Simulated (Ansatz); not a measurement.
Cost and result for the equilibrium volume of Si2W

The structure is tetragonal, space group I4/mmm (No. 139). The conventional cell has a = 3.214 Å, b = 3.214 Å, c = 7.830 Å, α = 90.00°, β = 90.00°, γ = 90.00°. W (site symmetry 4/mmm) has 10 Si at 2.62 Å as nearest neighbours. Around Si (site symmetry 4mm) lie 5 Si at 2.59 to 2.63 Å and 5 W at 2.62 Å.

| rung | level | program and potentials | cutoff (eV) | k mesh | smearing | core time | chip | equilibrium volume (Å³/atom) | notes |
| --- | --- | --- | --- | --- | --- | --- | --- | --- | --- |
| LDA | SVWN5 | Ansatz, Ansatz PAW | 420 | 12 × 12 × 12 | fermi-dirac 0.05 | 19 s | Arm Neoverse V2 | 13.13 | potentials made for PBE, which Ansatz adapts in part |
| GGA + dispersion | BLYP+D4 | Ansatz, Ansatz PAW | 420 | 12 × 12 × 12 | fermi-dirac 0.05 | 23 s | Intel Xeon | 13.45 | potentials made for PBE, which Ansatz adapts in part |
| GGA | PBEsol | Ansatz, Ansatz PAW | 420 | 12 × 12 × 12 | fermi-dirac 0.05 | 27 s | Arm Neoverse V2 | 13.36 | potentials made for PBE, which Ansatz adapts in part |
| GGA | PBE | Ansatz, Ansatz PAW | 420 | 12 × 12 × 12 | fermi-dirac 0.05 | 27 s | Arm Neoverse V2 | 13.67 | - |
| LDA | LDA | Ansatz, Ansatz PAW | 420 | 12 × 12 × 12 | fermi-dirac 0.05 | 27 s | Arm Neoverse V2 | 13.14 | potentials made for PBE, which Ansatz adapts in part |
| GGA | RPBE | Ansatz, Ansatz PAW | 420 | 12 × 12 × 12 | fermi-dirac 0.05 | 28 s | Arm Neoverse V2 | 13.84 | potentials made for PBE, which Ansatz adapts in part |
| GGA | revPBE | Ansatz, Ansatz PAW | 420 | 12 × 12 × 12 | fermi-dirac 0.05 | 29 s | Arm Neoverse V2 | 13.80 | potentials made for PBE, which Ansatz adapts in part |
| GGA + U (3 eV) | PBEsol+U (W d U = 3 eV, fll (the default)) | Ansatz, Ansatz PAW | 420 | 12 × 12 × 12 | fermi-dirac 0.05 | 39 s | Arm Neoverse V2 | 13.34 | potentials made for PBE, which Ansatz adapts in part |
| GGA + U (8 eV) | PBEsol+U (W d U = 8 eV, fll (the default)) | Ansatz, Ansatz PAW | 420 | 12 × 12 × 12 | fermi-dirac 0.05 | 42 s | Arm Neoverse V2 | 13.38 | potentials made for PBE, which Ansatz adapts in part |
| GGA + U (6 eV) | PBEsol+U (W d U = 6 eV, fll (the default)) | Ansatz, Ansatz PAW | 420 | 12 × 12 × 12 | fermi-dirac 0.05 | 43 s | Arm Neoverse V2 | 13.34 | potentials made for PBE, which Ansatz adapts in part |
| meta-GGA | r2SCAN | Ansatz, Ansatz PAW | 500 | 12 × 12 × 12 | fermi-dirac 0.05 | 64 s | Arm Neoverse V2 | 13.41 | potentials made for PBE, which Ansatz adapts in part |
| hybrid | HSE06 | Ansatz, Ansatz PAW | 420 | 8 × 8 × 8 | fermi-dirac 0.05 | 3.6 min | AMD EPYC 7R13 Zen 3 | 13.36 | potentials made for PBE, which Ansatz adapts in part |
| hybrid | PBE0 | Ansatz, Ansatz PAW | 420 | 8 × 8 × 8 | fermi-dirac 0.05 | 5.3 min | AMD EPYC 7R13 Zen 3 | 13.34 | potentials made for PBE, which Ansatz adapts in part |

Times are single runs on shared hosts and different chips, so they are rough; meshes, cutoffs and the tasks' sizes weigh on the time. Task: relaxation of cell and atoms. All rows: no spin polarisation. Smearing widths are in eV. For a metal such meshes aren't converged. Meshes differ between rows, which moves values too. Meshes are those of the run's cell of 3 atoms unless a note names another. Relaxations start from the cell shown or near it and stop with a little pressure left. Runs on faulty files, with rough fits or with known faults for this quantity aren't shown. No row holds spin-orbit coupling.

By rung: LDA 13.13 to 13.14; GGA + dispersion 13.45; GGA 13.36 to 13.84; GGA + U (3 eV) 13.34; GGA + U (8 eV) 13.38; GGA + U (6 eV) 13.34; meta-GGA 13.41; hybrid 13.34 to 13.36 (Å³/atom).
